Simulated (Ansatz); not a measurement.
# CdS (Fm-3m) in Ansatz: convergence with k mesh

Aim: find how far k mesh must go before the results for CdS settle, at LDA. This setting moves, with any that are tied to it; all else stays.

Program: Ansatz 0.2.0. These are calculated values, not measurements. Logs are shortened: lines on timing, memory, paths and dates and some standing lists are left out, and cuts for length are marked.

**1. Starting point**

The structure is cubic, space group Fm-3m (No. 225). Conventional cell: a = 5.506 Å, b = 5.506 Å, c = 5.506 Å, α = 90.00°, β = 90.00°, γ = 90.00°. Cd (site symmetry m-3m) has 6 S at 2.75 Å as nearest neighbours. S (site symmetry m-3m) has 6 Cd at 2.75 Å as nearest neighbours.

Measurements of this composition are mostly on another form, of space group No. 186.

**2. With k mesh 2 × 2 × 2**

input.yaml

```yaml
crystal:
  lattice:
    - [0.0, 2.753244, 2.753244]
    - [2.753244, 0.0, 2.753244]
    - [2.753244, 2.753244, 0.0]
  atoms:
    - { symbol: Cd, position: [0.0, 0.0, 0.0] }
    - { symbol: S, position: [0.5, 0.5, 0.5] }
kpoints:
  mp_grid: { grid: [2, 2, 2] }
scf:
  occupations: { method: fermi_dirac, width: 0.05 }
hamiltonian:
  xc: lda
  pseudopotentials: { kind: all_electron, lapw: { basis_error: 0.001 } }
output:
  forces: true
  stress: true
  eigenvalues: true
```

Potentials or basis: all-electron LAPW, scalar-relativistic.

Started as:

```console
ansatz run input.yaml --threads 1 --pin off --max-ram 3072MiB --backend cpu --events-out ev --progress --plain --runs-dir out
```

The log of the run:

```text
Warning: RAYON_NUM_THREADS=1 ignored (pool sized by the plan → 1); use --threads N
LAPW: plane waves up to 7.336 Å⁻¹, error target 1.0e-3 eV per atom; small_component_spin mean_spin; S in spheres of 1.208 Å, 14 of its electrons in bands, Dirac shells []; Cd in spheres of 1.545 Å, 20 of its electrons in bands, Dirac shells [] (how accurate: hamiltonian.pseudopotentials.lapw.basis_error, Limitations)
Engine: ansatz 0.2.0, aarch64-unknown-linux-gnu
Pseudopotentials: kind: all_electron
Pseudopotential: Cd, LAPW, valence charge 20, lapw/all_electron/scalar/gaussian/Cd, Koelling and Harmon's equation, gaussian nucleus
Pseudopotential: S, LAPW, valence charge 14, lapw/all_electron/scalar/gaussian/S, Koelling and Harmon's equation, gaussian nucleus
Functional definition: SPW92
  exchange = slater_x
  correlation = pw_c
Crystal: 2 atoms, lattice volume = 41.741 Å³
Basis set: ecut = 205.02294193757172 eV, 283 PW (Γ), exchange–correlation at level 2
Bands: 21, of which v1, the nominal top of the filled ones, is band 17 counted from 1 (16 counted from 0)
Symmetry: 48 space group operations
Space group: Fm-3m (ITA 225), of the structure as read, at distance tolerance 3.5e-5 Å
k-points: 3 of 8
Non-local potential: Cd, projectors of the file, none
Non-local potential: S, projectors of the file, none
Initial density: superposition of atomic densities (chi_scale 0.1, normalization cell, long waves kept (reshape's long-wave potential 0.00 eV rms))
Initial wavefunctions: plane waves of lowest kinetic energy (no species holds an atomic orbital)
Functional: x = slater, c = lda
iter 1 solved again at ethr=6.87e-3 eV; its pass at ethr=1.00e-1 eV (dr2=2.34e0 eV) is discarded
SCF iter   1: F=—  HF=-162929.446774 eV  |F-HF|=—  |Δ(HF+E_count)|=         —  Δρ=5.30e-2  dr2=2.34e0  ethr=6.87e-3  ⟨swp⟩=2.0  Hψ=419  notcnv=0
preconditioner: auto → none  [insulator: Δε(μ)=0.952 eV  Ē_g=11.710 eV  σ=0.050 eV  W_gap=1.00  n_scr=14 (ndim 8)  ℏωp=24.4 eV  f_vac=0.011  D(μ)=0.00/eV (n_scr^D=0)  ε∞_Penn≈5.3]
SCF iter   2: F=—  HF=-162928.996318 eV  |F-HF|=—  |Δ(HF+E_count)|=   4.50e-1  Δρ=3.14e-2  dr2=7.19e-1  ethr=6.87e-3  ⟨swp⟩=3.0  Hψ=201  notcnv=0
preconditioner: auto → LDOS  [insulator: Δε(μ)=0.190 eV  Ē_g=12.731 eV  σ=0.050 eV  W_gap=0.59  n_scr=14 (ndim 8)  ℏωp=24.4 eV  f_vac=0.034  D(μ)=9.59/eV (n_scr^D=168)  ε∞_Penn≈4.7  β→1.0]
iter 3 solved again at ethr=1.88e-4 eV; its pass at ethr=2.11e-3 eV (dr2=6.39e-2 eV) is discarded
SCF iter   3: F=—  HF=-162928.552269 eV  |F-HF|=—  |Δ(HF+E_count)|=   4.44e-1  Δρ=1.00e-2  dr2=6.38e-2  ethr=1.88e-4  ⟨swp⟩=2.0  Hψ=326  notcnv=0
SCF iter   4: F=—  HF=-162928.562972 eV  |F-HF|=—  |Δ(HF+E_count)|=   1.07e-2  Δρ=1.49e-2  dr2=1.84e-1  ethr=1.88e-4  ⟨swp⟩=2.0  Hψ=195  notcnv=0  recentre
SCF iter   5: F=—  HF=-162928.542901 eV  |F-HF|=—  |Δ(HF+E_count)|=   2.01e-2  Δρ=5.81e-3  dr2=2.49e-2  ethr=1.88e-4  ⟨swp⟩=2.0  Hψ=192  notcnv=0
SCF iter   6: F=—  HF=-162928.539477 eV  |F-HF|=—  |Δ(HF+E_count)|=   3.42e-3  Δρ=1.56e-3  dr2=2.03e-3  ethr=7.31e-5  ⟨swp⟩=2.0  Hψ=184  notcnv=0
SCF iter   7: F=—  HF=-162928.539256 eV  |F-HF|=—  |Δ(HF+E_count)|=   2.21e-4  Δρ=3.10e-4  dr2=6.63e-5  ethr=5.96e-6  ⟨swp⟩=2.0  Hψ=184  notcnv=0
SCF iter   8: F=—  HF=-162928.539253 eV  |F-HF|=—  |Δ(HF+E_count)|=   3.71e-6  Δρ=1.34e-4  dr2=1.31e-5  ethr=1.95e-7  ⟨swp⟩=2.0  Hψ=184  notcnv=0
SCF iter   9: F=—  HF=-162928.539252 eV  |F-HF|=—  |Δ(HF+E_count)|=   9.73e-7  Δρ=3.71e-5  dr2=1.06e-6  ethr=3.84e-8  ⟨swp⟩=2.0  Hψ=184  notcnv=0
SCF iter  10: F=-162928.539252 eV  HF=-162928.539252 eV  |F-HF|=9.75e-9  |Δ(HF+E_count)|=   1.16e-7  Δρ=3.80e-6  dr2=1.10e-8  ethr=3.12e-9  ⟨swp⟩=2.0  Hψ=184  notcnv=0
SCF 1 converged in 10 iterations: F = -162928.539252 eV  dr2 = 1.10e-8
SCF converged after 10 iterations
Free energy (F): -162928.539252 eV
Harris-Foulkes:  -162928.539252 eV  (|F-HF|=9.75e-9)
Internal energy: -162928.458717 eV  (E = F + TS)
E sigma→0 (E₀):  -162928.498984 eV
Entropy (-TS):   -0.080535 eV (-40.267 meV/atom)
Fermi energy:    10.194072 eV
--- Per-component energies (eV) ---
  E_band       = -1644.757825
  E_kinetic    = 170157.552744
  E_xc         = -4735.562564
  E_electrostatic = -328350.448896  (all electrons and nuclei)
  E_smearing   = -0.080535  (= −TS)
  E_closure    = 0.000000  (closes the sum)
  E_atoms      = -162923.050266  (free atoms, spherical and without spin; not in F)
  Σ components = -162928.539252   (vs F -162928.539252, Δ=0.00e0)
  Basis errors (estimates in eV, not in F): energy 3.4e-4 per atom: plane waves 3.2e-4 (1.8e-4 summed), levels above the bands 7.2e-94, relativity 1.2e-9, radial functions 1.6e-5, core shells 2.1e-8; eigenvalues (radial functions only) 4.0e-6; not estimated: angular momenta, meshes, grids; target (lapw.basis_error) 1.0e-3; muffin-tin radii S 1.208 Å, Cd 1.545 Å
--- Forces (eV/Å), atoms counted from 1 ---
  atom   1  Cd    -0.00000000     0.00000000    -0.00000000
  atom   2  S      0.00000000    -0.00000000     0.00000000
  max |Σ_I F_I| component: 1.71e-30 eV/Å
--- Stress (GPa, compression-positive) ---
       -0.243367       0.000000       0.000000
        0.000000      -0.243367      -0.000000
        0.000000      -0.000000      -0.243367
  P = ⅓ Tr σ = -0.2434 GPa (-2.434 kbar)
--- Band table (eV) ---
  k-point 0: bands = ["-193.3949", "-139.0927", "-139.0927", "-139.0927", "-91.1379", "-52.2904", "-52.2904", "-52.2904", "-2.5306", "2.6127", "2.6127", "2.6136", "2.6136", "2.6136", "9.4000", "9.4000", "9.4000", "10.7377", "19.2297", "19.2297", "19.2297"]
  k-point 1: bands = ["-193.3949", "-139.0927", "-139.0927", "-139.0927", "-91.1379", "-52.2919", "-52.2906", "-52.2906", "-1.4152", "2.3169", "2.3169", "2.3564", "2.8156", "2.8156", "5.2977", "10.1434", "10.1434", "13.4487", "15.8453", "15.8453", "16.5972"]
  k-point 2: bands = ["-193.3949", "-139.0927", "-139.0927", "-139.0927", "-91.1379", "-52.2918", "-52.2910", "-52.2910", "-1.6353", "2.4577", "2.7202", "2.8807", "2.8807", "3.5263", "5.9539", "8.0294", "8.0294", "10.1492", "16.0841", "19.6305", "20.9904"]
```

Wall time 1.4 s (1 thread of Arm Neoverse V2, shared host); peak memory 0.23 GiB.

What came out:

| Item | Value |
| --- | --- |
| Free energy | -162928.5393 eV |
| Pressure | -0.2 GPa |
| Band gap on the k mesh | none (metal or under the smearing width) |

**3. With k mesh 3 × 3 × 3**

Edit input.yaml of step 2 so:

```diff
@@ -9,3 +9,3 @@
 kpoints:
-  mp_grid: { grid: [2, 2, 2] }
+  mp_grid: { grid: [3, 3, 3] }
 scf:
```

Potentials or basis: all-electron LAPW, scalar-relativistic.

Started as:

```console
ansatz run input.yaml --threads 1 --pin off --max-ram 3072MiB --backend cpu --events-out ev --progress --plain --runs-dir out
```

Wall time 1.2 s (1 thread of Arm Neoverse V2, shared host); peak memory 0.22 GiB.

What came out:

| Quantity | Value |
| --- | --- |
| Free energy | -162929.9315 eV |
| Pressure | -5.6 GPa |
| Band gap on the k mesh | 0.69 eV, indirect (least direct gap 1.21 eV) |

**4. With k mesh 4 × 4 × 4**

Edit input.yaml of step 3 so:

```diff
@@ -9,3 +9,3 @@
 kpoints:
-  mp_grid: { grid: [3, 3, 3] }
+  mp_grid: { grid: [4, 4, 4] }
 scf:
```

Started as:

```console
ansatz run input.yaml --threads 1 --pin off --max-ram 3072MiB --backend cpu --events-out ev --progress --plain --runs-dir out
```

It took 1.6 s on 1 thread of Arm Neoverse V2, shared host; peak memory 0.23 GiB.

Results:

```yaml
Free_energy: -162930.1654 eV
Pressure: -6.5 GPa
Band_gap_on_the_k_mesh: none (metal or under the smearing width)
```

**5. With k mesh 5 × 5 × 5**

Edit input.yaml of step 4 so:

```diff
@@ -9,3 +9,3 @@
 kpoints:
-  mp_grid: { grid: [4, 4, 4] }
+  mp_grid: { grid: [5, 5, 5] }
 scf:
```

Started as:

```console
ansatz run input.yaml --threads 1 --pin off --max-ram 3072MiB --backend cpu --events-out ev --progress --plain --runs-dir out
```

Run time: 1.8 s. Hardware: 1 thread of Arm Neoverse V2, shared host; peak memory 0.23 GiB.

What came out:

- Free energy: -162930.2155 eV
- Pressure: -6.7 GPa
- Band gap on the k mesh: 0.48 eV, indirect (least direct gap 1.30 eV)

**6. With k mesh 6 × 6 × 6**

Edit input.yaml of step 5 so:

```diff
@@ -9,3 +9,3 @@
 kpoints:
-  mp_grid: { grid: [5, 5, 5] }
+  mp_grid: { grid: [6, 6, 6] }
 scf:
```

Potentials or basis: all-electron LAPW, scalar-relativistic.

Started as:

```console
ansatz run input.yaml --threads 1 --pin off --max-ram 3072MiB --backend cpu --events-out ev --progress --plain --runs-dir out
```

It took 2.4 s on 1 thread of Arm Neoverse V2, shared host; peak memory 0.24 GiB.

Results:

```
Free energy            : -162930.2369 eV
Pressure               : -6.8 GPa
Band gap on the k mesh : none (metal or under the smearing width)
```

**7. With k mesh 8 × 8 × 8**

Edit input.yaml of step 6 so:

```diff
@@ -9,3 +9,3 @@
 kpoints:
-  mp_grid: { grid: [6, 6, 6] }
+  mp_grid: { grid: [8, 8, 8] }
 scf:
```

Started as:

```console
ansatz run input.yaml --threads 1 --pin off --max-ram 3072MiB --backend cpu --events-out ev --progress --plain --runs-dir out
```

Run time: 3.8 s. Hardware: 1 thread of Arm Neoverse V2, shared host; peak memory 0.27 GiB.

Results:

* Free energy: -162930.2425 eV
* Pressure: -6.9 GPa
* Band gap on the k mesh: none (metal or under the smearing width)

**8. With k mesh 10 × 10 × 10**

Edit input.yaml of step 7 so:

```diff
@@ -9,3 +9,3 @@
 kpoints:
-  mp_grid: { grid: [8, 8, 8] }
+  mp_grid: { grid: [10, 10, 10] }
 scf:
```

Started as:

```console
ansatz run input.yaml --threads 1 --pin off --max-ram 3072MiB --backend cpu --events-out ev --progress --plain --runs-dir out
```

Wall time 5.7 s (1 thread of Arm Neoverse V2, shared host); peak memory 0.3 GiB.

It converged, with:

```yaml
Free_energy: -162930.2426 eV
Pressure: -6.9 GPa
Band_gap_on_the_k_mesh: none (metal or under the smearing width)
```

**9. With k mesh 12 × 12 × 12**

Edit input.yaml of step 8 so:

```diff
@@ -9,3 +9,3 @@
 kpoints:
-  mp_grid: { grid: [10, 10, 10] }
+  mp_grid: { grid: [12, 12, 12] }
 scf:
```

Potentials or basis: all-electron LAPW, scalar-relativistic.

Started as:

```console
ansatz run input.yaml --threads 1 --pin off --max-ram 3072MiB --backend cpu --events-out ev --progress --plain --runs-dir out
```

It took 8.3 s on 1 thread of Arm Neoverse V2, shared host; peak memory 0.34 GiB.

The run converged. Its results:

- Free energy: -162930.2423 eV
- Pressure: -6.9 GPa
- Band gap on the k mesh: none (metal or under the smearing width)

**10. The series at a glance**

| k mesh | energy less the tightest run, at zero smearing (meV/atom) | pressure (GPa) | gap on the mesh (eV) | SCF cycles | CPU time (s) | peak memory (GiB) |
| --- | --- | --- | --- | --- | --- | --- |
| 2 × 2 × 2 | 871.39 | -0.24 | 0.000 | 10 | 1.4 | 0.23 |
| 3 × 3 × 3 | 155.19 | -5.60 | 0.691 | 7 | 1.2 | 0.22 |
| 4 × 4 × 4 | 41.06 | -6.50 | 0.000 | 7 | 1.6 | 0.23 |
| 5 × 5 × 5 | 13.30 | -6.75 | 0.479 | 7 | 1.8 | 0.23 |
| 6 × 6 × 6 | 3.61 | -6.82 | 0.000 | 7 | 2.4 | 0.24 |
| 8 × 8 × 8 | 0.25 | -6.85 | 0.000 | 7 | 3.8 | 0.27 |
| 10 × 10 × 10 | -0.06 | -6.86 | 0.000 | 7 | 5.7 | 0.3 |
| 12 × 12 × 12 | 0.00 | -6.86 | 0.000 | 7 | 8.3 | 0.34 |

Against the tightest run, the energy stays within 1 meV/atom from 8 × 8 × 8 on; the pressure stays within 0.1 GPa from 6 × 6 × 6 on; the gap on the mesh stays within 0.01 eV from 6 × 6 × 6 on. Meshes of other sizes hit other points, so gaps and Fermi surfaces needn't settle smoothly. The tightest run that finished is the yardstick and may itself not be fully converged.
